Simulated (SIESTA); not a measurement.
ZnF2 under changes of volume

One of the cells (11.561 Å³/atom); the others are scaled copies at fixed shape and fractional positions:

```xyz
6
Lattice="4.7048 0.0000 0.0000 0.0000 4.7048 0.0000 0.0000 0.0000 3.1338" Properties=species:S:1:pos:R:3 pbc="T T T"
Zn    2.3524    2.3524    1.5669
Zn    0.0000    0.0000    0.0000
F     3.7751    0.9297    1.5669
F     3.2821    3.2821    0.0000
F     0.9297    3.7751    1.5669
F     1.4227    1.4227    0.0000
```

| Quantity | Value |
| --- | --- |
| Program | SIESTA 5.4.2 |
| Functional | PBEsol |
| Potentials or basis | PseudoDojo 0.4 standard (PBEsol files) |
| Basis | DZP (energy shift 0.003 Ry; two zetas on semicore shells) |
| Grid cutoff | 800 Ry |
| Energy shift | 0.003 Ry |
| k mesh | 4 × 4 × 7 |
| Occupations | fermi-dirac, width 0.05 eV |
| Spin | no spin polarisation |

```csv
volume (Å³/atom),energy over the lowest point (meV/atom),pressure (GPa),gap on the mesh (eV),largest force (eV/Å)
10.868,19.74,9.0,3.99,0.011
11.099,8.86,6.1,3.95,0.013
11.330,2.26,3.0,3.90,0.030
11.561,0.00,0.3,3.86,0.078
11.792,1.12,-1.8,3.82,0.135
12.024,?,?,?,?
12.255,12.75,-5.9,3.72,0.131
```

Q: What does the run at 12.024 Å³/atom give?

A: Energy over the lowest point 5.43 meV/atom; pressure -4.1 GPa; gap on the mesh 3.77 eV; largest force 0.143 eV/Å.

Worked out: A Birch-Murnaghan fit of order 3 (a polynomial in V^(-2/3)) to the other rows has its minimum at 11.60 Å³/atom with B0 = V·E''(V) = 123 GPa and B' = 4.8 at fixed shape and positions, which overstates the stiffness. It gives 5.52 meV/atom at 12.024 Å³/atom, against the run's 5.43, and -dE/dV = -4.1 GPa, against -4.1. A straight line through the other rows of the gap, of slope -2.23 eV per unit of ln V, gives 3.77 eV, against the run's 3.77.

Energies are extrapolated to zero smearing.

Caveats: short orbitals over semicore shells can move pressures by several GPa; the valence orbitals were made in a potential fitted to the semicore shell under them, which widens gaps by tenths of an eV or more; the basis of atomic orbitals isn't converged, which shifts pressures, moduli and gaps; an odd mesh through Γ misses points on the zone boundary, where band edges often lie (some runs).
